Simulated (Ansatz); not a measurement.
## Stress against strain in InSe

```yaml
crystal:
  lattice:
    - [2.00000, 1.15470, 8.31667]
    - [-2.00000, 1.15470, 8.31667]
    - [0.00000, -2.30940, 8.31667]
  atoms:
    - { symbol: In, position: [0.00000, 0.00000, 0.00000] }
    - { symbol: In, position: [0.11220, 0.11220, 0.11220] }
    - { symbol: Se, position: [0.61550, 0.61550, 0.61550] }
    - { symbol: Se, position: [0.83000, 0.83000, 0.83000] }
```

Atoms are numbered in the order listed.

The cell is COD entry 1534648, which may be a prediction rather than a measurement; nothing was relaxed.

Spin–orbit coupling is left out, though it moves levels of the heavy atoms by tenths of an eV or more.

Level of theory: DFT, PBEsol, all-electron LAPW, scalar-relativistic (Ansatz 0.2.0).

The runs use a Γ-centred 7×7×7 k mesh, Fermi–Dirac smearing of 0.01 eV, basis error target 1 meV/atom, no spin polarisation.

The strain is applied along the Cartesian axes of the cell as listed (the other components stay zero). Fractional coordinates are held (clamped ions).

σ is the change of stress from the unstrained cell, which is at 0.26 GPa; tension is positive, so slopes are stress–strain coefficients at that pressure.

Only quantities that a quadratic follows smoothly over the whole series are listed; rougher ones are left out.

```tsv
εzz	σzz (GPa)	σxx (GPa)
-0.0300	-3.02	-0.99
-0.0200	-1.94	-0.64
0.0000	0.00	0.00
0.0100	0.87	0.29
0.0200	1.69	0.56
0.0300	2.45	0.82
```

Problem. Fit the series and read off the stiffness at zero strain.

Solution. Least-squares fits y = p0 + p1 x + p2 x² to the rows give σzz (GPa): p1 = 91, p2 = -310; σxx (GPa): p1 = 30.1, p2 = -93. So C33 = 91 GPa and C13 = 30 GPa, for these axes.

Problem. One run, at εzz = -0.0100, is withheld. Predict its row.

Solution. The fits give -0.94, -0.31; the run gave -0.94, -0.31.
